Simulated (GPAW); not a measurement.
FeO (Wuestite):

```
Fe O
1.0
     0.00000    2.15540    2.15540
     2.15540    0.00000    2.15540
     2.15540    2.15540    0.00000
Fe O
1 1
Direct
  0.00000 0.00000 0.00000
  0.50000 0.50000 0.50000
```

```yaml
Program: GPAW 26.7.0
Task: relaxation of cell and atoms
Functional: RPBE
Potentials_or_basis: the program's PAW data sets (release 1.2.1) made for this functional
Cutoff: 800 eV
Basis: pw
k_mesh: 8 × 8 × 8
Occupations: fermi-dirac, width 0.05 eV
Spin: collinear spin, ferromagnetic start
Starting_moments: "[3.0, 0.0] μB"
```

At the start: pressure 6.8 GPa; volume 10.01 Å³/atom.

Q: Where does the relaxation end?

A: Over 3 steps the energy falls by 8.8 meV/atom and the volume is 10.37 Å³/atom (+3.6 %); space group Fm-3m (No. 225, to 0.05 Å); moment 4.00 μB per cell.

Step by step:
```tsv
step	energy change (eV)	largest force (eV/Å)	pressure (GPa)	volume (Å³)
1	0.0000	0.0000	6.80	20.03
2	-0.0074	0.0000	4.99	20.21
3	-0.0176	0.0000	0.19	20.74
```

Final structure:
```
Fe O
1.0
     0.00000    2.18077    2.18077
     2.18077    0.00000    2.18077
     2.18077    2.18077    0.00000
Fe O
1 1
Direct
  0.00000 0.00000 0.00000
  0.50000 0.50000 0.50000
```

Caveat: each step starts from the last one's moments, so a moment once lost doesn't come back; later steps reuse the first step's grids; a cell with one magnetic atom can't hold antiferromagnetic order, which such compounds often take.
